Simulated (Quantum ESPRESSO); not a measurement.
# Nb (Im-3m) in Quantum ESPRESSO: convergence with wavefunction cutoff

Aim: find how far wavefunction cutoff must go before the results for Nb settle, at PBE. This setting moves, with any that are tied to it; all else stays.

All numbers are computed with Quantum ESPRESSO 7.5; they aren't measurements. Logs are shortened: lines on timing, memory, paths and dates and some standing lists are left out, and cuts for length are marked.

## (1) Starting point

Symmetry: Im-3m, No. 229, cubic system. Conventional cell: a = 3.328 Å, b = 3.328 Å, c = 3.328 Å, α = 90.00°, β = 90.00°, γ = 90.00°. Nb (site symmetry m-3m) has 8 Nb at 2.88 Å as nearest neighbours.

## (2) With wavefunction cutoff 33 Ry

Input file pw.in:

```
&CONTROL
  calculation = 'scf'
  prefix = 'pwscf'
  outdir = './tmp'
  pseudo_dir = './pseudo'
  tprnfor = .true.
  tstress = .true.
  disk_io = 'nowf'
/
&SYSTEM
  ibrav = 0
  nat = 1
  ntyp = 1
  ecutwfc = 33
  nbnd = 12
  occupations = 'smearing'
  smearing = 'fd'
  degauss = 0.00734986
/
&ELECTRONS
  conv_thr = 2d-10
  electron_maxstep = 120
  mixing_beta = 0.5
/
ATOMIC_SPECIES
Nb    92.9064 Nb.upf
CELL_PARAMETERS angstrom
  -1.6639500000    1.6639500000    1.6639500000
   1.6639500000   -1.6639500000    1.6639500000
   1.6639500000    1.6639500000   -1.6639500000
ATOMIC_POSITIONS crystal
Nb     0.0000000000    0.0000000000    0.0000000000
K_POINTS automatic
11 11 11 0 0 0
```

Potentials or basis: Ansatz NC SR PBE.

Run with:

```bash
$ OMP_NUM_THREADS=1 pw.x -in pw.in > pw.out
```

Wall time 3.5 s (1 thread of AMD EPYC 7R43 (Zen 3), shared host); peak memory 0.04 GiB.

What came out:

- Free energy: -1801.6146 eV
- Pressure: -94.8 GPa
- Band gap on the k mesh: none (metal or under the smearing width)

## (3) With wavefunction cutoff 41 Ry

Changes to pw.in since step 2:

```diff
@@ -13,3 +13,3 @@
   ntyp = 1
-  ecutwfc = 33
+  ecutwfc = 41
   nbnd = 12
```

Potentials or basis: Ansatz NC SR PBE.

Run with:

```bash
$ OMP_NUM_THREADS=1 pw.x -in pw.in > pw.out
```

Wall time 7 s (1 thread of AMD EPYC 7R43 (Zen 3), shared host); peak memory 0.04 GiB.

Results:

- Free energy: -1804.3804 eV
- Pressure: -56.1 GPa
- Band gap on the k mesh: none (metal or under the smearing width)

## (4) With wavefunction cutoff 49 Ry

Changes to pw.in since step 3:

```diff
@@ -13,3 +13,3 @@
   ntyp = 1
-  ecutwfc = 41
+  ecutwfc = 49
   nbnd = 12
```

Run with:

```bash
$ OMP_NUM_THREADS=1 pw.x -in pw.in > pw.out
```

Wall time 5.4 s (1 thread of AMD EPYC 7R43 (Zen 3), shared host); peak memory 0.04 GiB.

What came out:

```yaml
Free_energy: -1805.5755 eV
Pressure: -27.8 GPa
Band_gap_on_the_k_mesh: none (metal or under the smearing width)
```

## (5) With wavefunction cutoff 57 Ry

Changes to pw.in since step 4:

```diff
@@ -13,3 +13,3 @@
   ntyp = 1
-  ecutwfc = 49
+  ecutwfc = 57
   nbnd = 12
```

Run with:

```bash
$ OMP_NUM_THREADS=1 pw.x -in pw.in > pw.out
```

It took 10 s on 1 thread of AMD EPYC 7R43 (Zen 3), shared host; peak memory 0.04 GiB.

Results:

```
Free energy            : -1806.0236 eV
Pressure               : -12.1 GPa
Band gap on the k mesh : none (metal or under the smearing width)
```

## (6) With wavefunction cutoff 66 Ry

Changes to pw.in since step 5:

```diff
@@ -13,3 +13,3 @@
   ntyp = 1
-  ecutwfc = 57
+  ecutwfc = 66
   nbnd = 12
```

Potentials or basis: Ansatz NC SR PBE.

Run with:

```bash
$ OMP_NUM_THREADS=1 pw.x -in pw.in > pw.out
```

Wall time 11 s (1 thread of AMD EPYC 7R43 (Zen 3), shared host); peak memory 0.05 GiB.

Results (log left out):

| Item | Value |
| --- | --- |
| Free energy | -1806.1710 eV |
| Pressure | -4.7 GPa |
| Band gap on the k mesh | none (metal or under the smearing width) |

## (7) With wavefunction cutoff 74 Ry

Changes to pw.in since step 6:

```diff
@@ -13,3 +13,3 @@
   ntyp = 1
-  ecutwfc = 66
+  ecutwfc = 74
   nbnd = 12
```

Run with:

```bash
$ OMP_NUM_THREADS=1 pw.x -in pw.in > pw.out
```

Wall time 13 s (1 thread of AMD EPYC 7R43 (Zen 3), shared host); peak memory 0.05 GiB.

The run converged. Its results:

```
Free energy            : -1806.1988 eV
Pressure               : -2.6 GPa
Band gap on the k mesh : none (metal or under the smearing width)
```

## (8) With wavefunction cutoff 82 Ry

Changes to pw.in since step 7:

```diff
@@ -13,3 +13,3 @@
   ntyp = 1
-  ecutwfc = 74
+  ecutwfc = 82
   nbnd = 12
```

Run with:

```bash
$ OMP_NUM_THREADS=1 pw.x -in pw.in > pw.out
```

Run time: 14 s. Hardware: 1 thread of AMD EPYC 7R43 (Zen 3), shared host; peak memory 0.05 GiB.

The run converged. Its results:

```yaml
Free_energy: -1806.2029 eV
Pressure: -2.1 GPa
Band_gap_on_the_k_mesh: none (metal or under the smearing width)
```

## (9) With wavefunction cutoff 98 Ry

Changes to pw.in since step 8:

```diff
@@ -13,3 +13,3 @@
   ntyp = 1
-  ecutwfc = 82
+  ecutwfc = 98
   nbnd = 12
```

Potentials or basis: Ansatz NC SR PBE.

Run with:

```bash
$ OMP_NUM_THREADS=1 pw.x -in pw.in > pw.out
```

Wall time 18 s (1 thread of AMD EPYC 7R43 (Zen 3), shared host); peak memory 0.07 GiB.

It converged, with:

| Property | Result |
| --- | --- |
| Free energy | -1806.2033 eV |
| Pressure | -2.0 GPa |
| Band gap on the k mesh | none (metal or under the smearing width) |

## (10) With wavefunction cutoff 123 Ry

Changes to pw.in since step 9:

```diff
@@ -13,3 +13,3 @@
   ntyp = 1
-  ecutwfc = 98
+  ecutwfc = 123
   nbnd = 12
```

Potentials or basis: Ansatz NC SR PBE.

Run with:

```bash
$ OMP_NUM_THREADS=1 pw.x -in pw.in > pw.out
```

pw.out:

```text
[... set-up lines left out ...]
     Self-consistent Calculation

     iteration #  1     ecut=   123.00 Ry     beta= 0.50
     Davidson diagonalization with overlap
     ethr =  1.00E-02,  avg # of iterations =  3.9

     Threshold (ethr) on eigenvalues was too large:
     Diagonalizing with lowered threshold

     Davidson diagonalization with overlap
     ethr =  7.00E-04,  avg # of iterations =  1.2

     total energy              =    -132.74184822 Ry
     estimated scf accuracy    <       0.09293334 Ry

     iteration #  2     ecut=   123.00 Ry     beta= 0.50
     Davidson diagonalization with overlap
     ethr =  7.15E-04,  avg # of iterations =  1.9

     total energy              =    -132.75317983 Ry
     estimated scf accuracy    <       0.00384732 Ry

     iteration #  3     ecut=   123.00 Ry     beta= 0.50
     Davidson diagonalization with overlap
     ethr =  2.96E-05,  avg # of iterations =  2.4

     total energy              =    -132.75349942 Ry
     estimated scf accuracy    <       0.00047463 Ry

     iteration #  4     ecut=   123.00 Ry     beta= 0.50
     Davidson diagonalization with overlap
     ethr =  3.65E-06,  avg # of iterations =  2.2

     total energy              =    -132.75351642 Ry
     estimated scf accuracy    <       0.00000700 Ry

     iteration #  5     ecut=   123.00 Ry     beta= 0.50
     Davidson diagonalization with overlap
     ethr =  5.39E-08,  avg # of iterations =  2.1

     total energy              =    -132.75351889 Ry
     estimated scf accuracy    <       0.00000076 Ry

     iteration #  6     ecut=   123.00 Ry     beta= 0.50
     Davidson diagonalization with overlap
     ethr =  5.85E-09,  avg # of iterations =  2.0

     total energy              =    -132.75351903 Ry
     estimated scf accuracy    <          5.2E-09 Ry

     iteration #  7     ecut=   123.00 Ry     beta= 0.50
     Davidson diagonalization with overlap
     ethr =  3.99E-11,  avg # of iterations =  2.4

     total energy              =    -132.75351904 Ry
     estimated scf accuracy    <          2.9E-10 Ry

     iteration #  8     ecut=   123.00 Ry     beta= 0.50
     Davidson diagonalization with overlap
     ethr =  2.27E-12,  avg # of iterations =  2.1

     End of self-consistent calculation

          k = 0.0000 0.0000 0.0000 (  2899 PWs)   bands (ev):

   -36.8392 -12.2009 -12.2009 -12.2009  11.6535  17.8887  17.8887  17.8887
    20.7227  20.7227  31.5917  31.5917

          k = 0.0787 0.0787 0.0000 (  2867 PWs)   bands (ev):

   -36.8217 -12.3086 -12.2338 -12.2017  11.9809  17.6905  17.8334  18.2045
    20.4438  20.7258  31.8439  32.2861

          k = 0.1575 0.1575 0.0000 (  2880 PWs)   bands (ev):

   -36.7744 -12.5907 -12.3212 -12.2040  12.8386  17.2063  17.5803  19.1195
    20.1394  20.7714  32.1443  33.4146

          k = 0.2362 0.2362 0.0000 (  2866 PWs)   bands (ev):

   -36.7118 -12.9463 -12.4335 -12.2071  13.7500  16.6522  17.4590  20.2930
    20.5259  20.9189  31.3973  32.8166

          k = 0.3149 0.3149 0.0000 (  2854 PWs)   bands (ev):

   -36.6535 -13.2609 -12.5347 -12.2100  14.0232  16.2019  18.2723  20.6391
    21.1615  22.1806  30.0530  30.9448

          k = 0.3936 0.3936 0.0000 (  2868 PWs)   bands (ev):

   -36.6186 -13.4429 -12.5940 -12.2118  13.9182  15.9552  19.4630  20.7680
    21.3717  23.5007  29.1500  29.4806
[... 231 lines left out ...]
          k =-0.0000-0.0000 0.6298 (  2847 PWs)   bands (ev):

   -36.5131 -13.0586 -12.9159 -12.9159  14.7207  14.9346  20.2756  20.2756
    21.7735  23.7727  30.6863  30.6863

          k =-0.0000-0.0787 0.7086 (  2839 PWs)   bands (ev):

   -36.4868 -13.1264 -12.9832 -12.9321  14.3818  14.5570  20.6667  20.8807
    22.8369  25.4443  28.3216  28.9747

          k =-0.7873-0.0787-0.0787 (  2835 PWs)   bands (ev):

   -36.4743 -13.0838 -13.0838 -12.9433  14.2633  14.2633  20.7828  22.4443
    22.4443  27.0791  27.0791  27.4830

          k =-0.0000-0.0000 0.7873 (  2844 PWs)   bands (ev):

   -36.4622 -13.0716 -13.0518 -13.0518  14.0124  14.0629  22.3822  22.3822
    22.8158  25.9597  27.1669  27.1669

     the Fermi energy is    17.5139 ev

!    total energy              =    -132.75351904 Ry
     estimated scf accuracy    <          3.0E-12 Ry
     smearing contrib. (-TS)   =      -0.00396150 Ry
     internal energy E=F+TS    =    -132.74955753 Ry

     The total energy is F=E-TS. E is the sum of the following terms:
     one-electron contribution =     -16.33277129 Ry
     hartree contribution      =      15.16594808 Ry
     xc contribution           =     -33.78529458 Ry
     ewald contribution        =     -97.79743974 Ry

     convergence has been achieved in   8 iterations

     Forces acting on atoms (cartesian axes, Ry/au):

     atom    1 type  1   force =     0.00000000    0.00000000    0.00000000

     Total force =     0.000000     Total SCF correction =     0.000000

     Computing stress (Cartesian axis) and pressure

          total   stress  (Ry/bohr**3)                   (kbar)     P=      -20.30
  -0.00013799  -0.00000000  -0.00000000          -20.30       -0.00       -0.00
  -0.00000000  -0.00013799  -0.00000000           -0.00      -20.30       -0.00
  -0.00000000  -0.00000000  -0.00013799           -0.00       -0.00      -20.30

=------------------------------------------------------------------------------=
   JOB DONE.
=------------------------------------------------------------------------------=
```

Wall time 26 s (1 thread of AMD EPYC 7R43 (Zen 3), shared host); peak memory 0.07 GiB.

Results:

```yaml
Free_energy: -1806.2036 eV
Pressure: -2.0 GPa
Band_gap_on_the_k_mesh: none (metal or under the smearing width)
```

## (11) Result

| wavefunction cutoff | energy less the tightest run, at zero smearing (meV/atom) | pressure (GPa) | SCF cycles | CPU time (s) | peak memory (GiB) |
| --- | --- | --- | --- | --- | --- |
| 33 Ry | 4589.85 | -94.80 | 8 | 3.5 | 0.04 |
| 41 Ry | 1823.63 | -56.14 | 8 | 6.9 | 0.04 |
| 49 Ry | 628.29 | -27.78 | 7 | 5.4 | 0.04 |
| 57 Ry | 180.10 | -12.14 | 8 | 10 | 0.04 |
| 66 Ry | 32.65 | -4.69 | 8 | 11 | 0.05 |
| 74 Ry | 4.83 | -2.58 | 8 | 13 | 0.05 |
| 82 Ry | 0.70 | -2.08 | 8 | 14 | 0.05 |
| 98 Ry | 0.35 | -2.04 | 8 | 18 | 0.07 |
| 123 Ry | 0.00 | -2.03 | 8 | 26 | 0.07 |

Against the tightest run, the energy stays within 1 meV/atom from 82 Ry on; the pressure stays within 0.1 GPa from 82 Ry on. The tightest run that finished is the yardstick and may itself not be fully converged.
